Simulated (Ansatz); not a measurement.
# BaF2 (Frankdicksonite): the cost of one run

Method: reference: DFT, PBE, plane waves, PAW, in Ansatz 0.2.0.

2 further runs of the same task are left out: 2 that didn't finish.

## Step 1: The system as given

Symmetry: Fm-3m, No. 225, cubic system. Conventional cell: a = 6.194 Å, b = 6.194 Å, c = 6.194 Å, α = 90.00°, β = 90.00°, γ = 90.00°. Around Ba (site symmetry m-3m) lie 8 F at 2.68 Å. F (site symmetry -43m) has 4 Ba at 2.68 Å as nearest neighbours.

Structure file:

```cif
data_structure
_symmetry_space_group_name_H-M 'Fm-3m'
_symmetry_Int_Tables_number 225
_cell_length_a 6.1943
_cell_length_b 6.1943
_cell_length_c 6.1943
_cell_angle_alpha 90.000
_cell_angle_beta 90.000
_cell_angle_gamma 90.000
_cell_volume 237.67
loop_
_atom_site_label
_atom_site_type_symbol
_atom_site_symmetry_multiplicity
_atom_site_Wyckoff_symbol
_atom_site_fract_x
_atom_site_fract_y
_atom_site_fract_z
_atom_site_occupancy
Ba1 Ba 4 a 0.00000 0.00000 0.00000 1
F1 F 8 c 0.25000 0.75000 0.75000 1
```

## Step 2: Baseline

input.yaml reads:

```yaml
crystal:
  lattice:
    - [0.0, 3.0971612412, 3.0971612412]
    - [3.0971612412, 0.0, 3.0971612412]
    - [3.0971612412, 3.0971612412, 0.0]
  atoms:
    - { symbol: Ba, position: [0.0, 0.0, 0.0] }
    - { symbol: F, position: [0.25, 0.25, 0.25] }
    - { symbol: F, position: [0.75, 0.75, 0.75] }
kpoints:
  mp_grid: { grid: [6, 6, 6] }
hamiltonian:
  xc: pbe
scf:
  occupations: { method: fixed }
  n_extra_bands: 4
output:
  forces: true
  stress: true
  eigenvalues: true
  write_density: true
  write_potential: true
  elf: true
  volumetric_format: npy
```

The run is started by

```sh
$ ansatz run input.yaml --threads 4 --pin off --max-ram 3686MiB --backend cpu --events-out ev --progress --plain --runs-dir out
```

What time and memory should one allow on 4 threads of Arm Neoverse N1, shared host?

About 1.1 s, with a peak of 0.37 GiB.
